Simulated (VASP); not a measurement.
# BP (F-43m) in VASP: further runs, part 2 of 2

VASP 6.6.1. Earlier steps stand in the parts before.

## (3) Relaxation of the atoms, PBE+D3(BJ) (a relaxed cell with its volume scaled by 0.96)

Contents of INCAR:

```
SYSTEM = BP
PREC = Accurate
ENCUT = 600
EDIFF = 1E-7
ISMEAR = 0
SIGMA = 0.03
LREAL = .FALSE.
LASPH = .TRUE.
NELM = 80
ALGO = Normal
ISIF = 2
LWAVE = .FALSE.
LCHARG = .FALSE.
GGA = PE
IVDW = 12
IBRION = 2
NSW = 40
EDIFFG = -0.01
```

Contents of KPOINTS:

```
regular mesh
0
G
  10 10 10
  0 0 0
```

Contents of POSCAR:

```
BP                                      
1.0
    0.0000000000      2.2222039098      2.2222039098
    2.2222039098      0.0000000000      2.2222039098
    2.2222039098      2.2222039098      0.0000000000
  B               P             
     1     1
Direct
     0.0000000000000000    0.0000000000000000    0.0000000000000000
     0.2500000000000000    0.2500000000000000    0.2500000000000000
```

Potentials or basis: VASP PAW PBE potentials, release 64 (B, P).

The run is started by

```
$ cat potpaw_PBE.64/B/POTCAR potpaw_PBE.64/P/POTCAR > POTCAR
$ mpirun -np 1 vasp_std > vasp.out
```

Wall time 9.4 s (1 thread of Intel Xeon Platinum 8375C at 2.90GHz (Ice Lake), shared host); peak memory 0.16 GiB.

Results (log left out):

- Free energy: -13.5633 eV
- Pressure after relaxing: 7.5 GPa
- Band gap on the k mesh: 1.15 eV, indirect (least direct gap 3.50 eV)
- Dispersion energy per atom: -0.344 eV

Final structure:
```yaml
crystal:
  lattice:
    - [0.00000, 2.22220, 2.22220]
    - [2.22220, 0.00000, 2.22220]
    - [2.22220, 2.22220, 0.00000]
  atoms:
    - { symbol: B, position: [0.00000, 0.00000, 0.00000] }
    - { symbol: P, position: [0.25000, 0.25000, 0.25000] }
```

Levels at points of the mesh, in eV from the valence-band top:
```csv
k point,band 2,band 3,band 4,band 5,band 6,band 7
"(0.00, 0.00, 0.00)",0.00,0.00,0.00,3.50,3.50,3.50
"(0.50, 0.00, 0.00)",-9.49,-1.83,-1.83,4.16,4.75,4.75
"(0.50, 0.50, 0.00)",-8.91,-4.34,-4.34,1.20,1.60,12.72
```

Caveat: the relaxation stopped at its first step, so nothing moved. A k mesh can miss the band edges.

## (4) Relaxation of the atoms, PBE+D3(BJ) (a relaxed cell with its volume scaled by 0.98)

INCAR is that of step 3.

KPOINTS is that of step 3.

Contents of POSCAR:

```
BP                                      
1.0
    0.0000000000      2.2375299384      2.2375299384
    2.2375299384      0.0000000000      2.2375299384
    2.2375299384      2.2375299384      0.0000000000
  B               P             
     1     1
Direct
     0.0000000000000000    0.0000000000000000    0.0000000000000000
     0.2500000000000000    0.2500000000000000    0.2500000000000000
```

The run is started by

```
$ cat potpaw_PBE.64/B/POTCAR potpaw_PBE.64/P/POTCAR > POTCAR
$ mpirun -np 1 vasp_std > vasp.out
```

Run time: 9.2 s. Hardware: 1 thread of Intel Xeon Platinum 8375C at 2.90GHz (Ice Lake), shared host; peak memory 0.16 GiB.

It converged, with:

| Quantity | Value |
| --- | --- |
| Free energy | -13.5793 eV |
| Pressure after relaxing | 3.6 GPa |
| Band gap on the k mesh | 1.18 eV, indirect (least direct gap 3.47 eV) |
| Dispersion energy per atom | -0.337 eV |

Final structure:
```
B P
1.0
     0.00000    2.23753    2.23753
     2.23753    0.00000    2.23753
     2.23753    2.23753    0.00000
B P
1 1
Direct
  0.00000 0.00000 0.00000
  0.25000 0.25000 0.25000
```

Levels at points of the mesh, in eV from the valence-band top:
| k point | band 2 | band 3 | band 4 | band 5 | band 6 | band 7 |
| --- | --- | --- | --- | --- | --- | --- |
| (0.00, 0.00, 0.00) | 0.00 | 0.00 | 0.00 | 3.47 | 3.47 | 3.47 |
| (0.50, 0.00, 0.00) | -9.34 | -1.81 | -1.81 | 4.03 | 4.74 | 4.74 |
| (0.50, 0.50, 0.00) | -8.80 | -4.27 | -4.27 | 1.25 | 1.62 | 12.52 |

Caveat: the relaxation stopped at its first step, so nothing moved. A k mesh can miss the band edges.

## (5) Relaxation of the atoms, PBE+D3(BJ)

INCAR is that of step 4.

KPOINTS is that of step 4.

Contents of POSCAR:

```
BP                                      
1.0
    0.0000000000      2.2526488425      2.2526488425
    2.2526488425      0.0000000000      2.2526488425
    2.2526488425      2.2526488425      0.0000000000
  B               P             
     1     1
Direct
     0.0000000000000000    0.0000000000000000    0.0000000000000000
     0.2500000000000000    0.2500000000000000    0.2500000000000000
```

Potentials or basis: VASP PAW PBE potentials, release 64 (B, P).

The run is started by

```
$ cat potpaw_PBE.64/B/POTCAR potpaw_PBE.64/P/POTCAR > POTCAR
$ mpirun -np 1 vasp_std > vasp.out
```

OUTCAR:

```text
SYSTEM = BP
   PREC = Accurate
   ENCUT = 600
   EDIFF = 1E-7
   ISMEAR = 0
   LREAL = .FALSE.
   LASPH = .TRUE.
   NELM = 80
   ISIF = 2
   GGA = PE
   IVDW = 12
   IBRION = 2
   NSW = 40
   EDIFFG = -0.01
 IVDW          = 12

 ion  position               nearest neighbor table
   1  0.000  0.000  0.000-   2 1.95   2 1.95   2 1.95   2 1.95
   2  0.250  0.250  0.250-   1 1.95   1 1.95   1 1.95   1 1.95

[... 460 lines left out ...]

 Edisp (eV)   -0.66109

 E8    (eV) :    -0.2415

  FORCE on cell =-STRESS in cart. coord.  units (eV):
  Direction    XX          YY          ZZ          XY          YZ          ZX
  --------------------------------------------------------------------------------------
  -------------------------------------------------------------------------------------
  Total      -0.00010    -0.00010    -0.00010     0.00000     0.00000    -0.00000
  in kB      -0.00733    -0.00733    -0.00733     0.00000     0.00000    -0.00000
  external pressure =       -0.01 kB  Pullay stress =        0.00 kB

 VOLUME and BASIS-vectors are now :
 -----------------------------------------------------------------------------
  energy-cutoff  :      600.00
  volume of cell :       22.86
      direct lattice vectors                 reciprocal lattice vectors
     0.000000000  2.252648843  2.252648843    -0.221960916  0.221960916  0.221960916
     2.252648843  0.000000000  2.252648843     0.221960916 -0.221960916  0.221960916
     2.252648843  2.252648843  0.000000000     0.221960916  0.221960916 -0.221960916

 POSITION                                       TOTAL-FORCE (eV/Angst)
 -----------------------------------------------------------------------------------
      0.00000      0.00000      0.00000         0.000000      0.000000      0.000000
      1.12632      1.12632      1.12632        -0.000000     -0.000000     -0.000000
 -----------------------------------------------------------------------------------
    total drift:                               -0.000000     -0.000000      0.000000

  FREE ENERGIE OF THE ION-ELECTRON SYSTEM (eV)
  ---------------------------------------------------
  free  energy   TOTEN  =       -13.5844342050 eV

  energy  without entropy=      -13.5844342050  energy(sigma->0) =      -13.58443421

 reached required accuracy - stopping structural energy minimisation
```

Wall time 8.8 s (1 thread of Intel Xeon Platinum 8375C at 2.90GHz (Ice Lake), shared host); peak memory 0.16 GiB.

Results:

```yaml
Free_energy: -13.5844 eV
Pressure_after_relaxing: 0.0 GPa
Band_gap_on_the_k_mesh: 1.21 eV, indirect (least direct gap 3.43 eV)
Dispersion_energy_per_atom: -0.331 eV
```

Final structure:
```yaml
crystal:
  lattice:
    - [0.00000, 2.25265, 2.25265]
    - [2.25265, 0.00000, 2.25265]
    - [2.25265, 2.25265, 0.00000]
  atoms:
    - { symbol: B, position: [0.00000, 0.00000, 0.00000] }
    - { symbol: P, position: [0.25000, 0.25000, 0.25000] }
```

Caveat: the relaxation stopped at its first step, so nothing moved. A k mesh can miss the band edges.

## (6) Relaxation of the atoms, PBE+D3(BJ) (a relaxed cell with its volume scaled by 1.02)

INCAR is that of step 5.

KPOINTS is that of step 5.

Contents of POSCAR:

```
BP                                      
1.0
    0.0000000000      2.2675674815      2.2675674815
    2.2675674815      0.0000000000      2.2675674815
    2.2675674815      2.2675674815      0.0000000000
  B               P             
     1     1
Direct
     0.0000000000000000    0.0000000000000000    0.0000000000000000
     0.2500000000000000    0.2500000000000000    0.2500000000000000
```

Potentials or basis: VASP PAW PBE potentials, release 64 (B, P).

The run is started by

```
$ cat potpaw_PBE.64/B/POTCAR potpaw_PBE.64/P/POTCAR > POTCAR
$ mpirun -np 1 vasp_std > vasp.out
```

Wall time 8.8 s (1 thread of Intel Xeon Platinum 8375C at 2.90GHz (Ice Lake), shared host); peak memory 0.16 GiB.

The run converged. Its results:

```yaml
Free_energy: -13.5799 eV
Pressure_after_relaxing: -3.2 GPa
Band_gap_on_the_k_mesh: 1.24 eV, indirect (least direct gap 3.40 eV)
Dispersion_energy_per_atom: -0.324 eV
```

Final structure:
```xyz
2
Lattice="0.0000 2.2676 2.2676 2.2676 0.0000 2.2676 2.2676 2.2676 0.0000" Properties=species:S:1:pos:R:3 pbc="T T T"
B     0.0000    0.0000    0.0000
P     1.1338    1.1338    1.1338
```

Levels at points of the mesh, in eV from the valence-band top:
| k point | band 1 | band 2 | band 3 | band 4 | band 5 | band 6 | band 7 | band 8 |
| --- | --- | --- | --- | --- | --- | --- | --- | --- |
| (0.00, 0.00, 0.00) | -15.48 | 0.00 | 0.00 | 0.00 | 3.40 | 3.40 | 3.40 | 7.40 |
| (0.50, 0.00, 0.00) | -12.15 | -9.05 | -1.76 | -1.76 | 3.79 | 4.71 | 4.71 | 10.13 |
| (0.50, 0.50, 0.00) | -10.61 | -8.59 | -4.12 | -4.12 | 1.33 | 1.66 | 12.14 | 12.14 |

Caveat: the relaxation stopped at its first step, so nothing moved.

## (7) Summary

| cell | gap on the mesh (eV) | pressure (GPa) |
| --- | --- | --- |
| atoms relaxed from: a relaxed cell with its volume scaled by 0.94 | 1.12 | 11.8 |
| atoms relaxed from: a relaxed cell with its volume scaled by 0.96 | 1.15 | 7.5 |
| atoms relaxed from: a relaxed cell with its volume scaled by 0.98 | 1.18 | 3.6 |
| atoms relaxed | 1.21 | 0.0 |
| atoms relaxed from: a relaxed cell with its volume scaled by 1.02 | 1.24 | -3.2 |

Alike in all rows: task relaxation of the atoms; level PBE+D3(BJ); potentials or basis VASP PAW PBE potentials, release 64 (B, P); no spin polarisation; k mesh 10 × 10 × 10; cutoff (eV) 600; smearing gaussian 0.03 eV.

Caveats: the relaxation stopped at its first step, so nothing moved.

Total energies depend on the potentials used, so only differences within one code and one set of settings carry meaning.
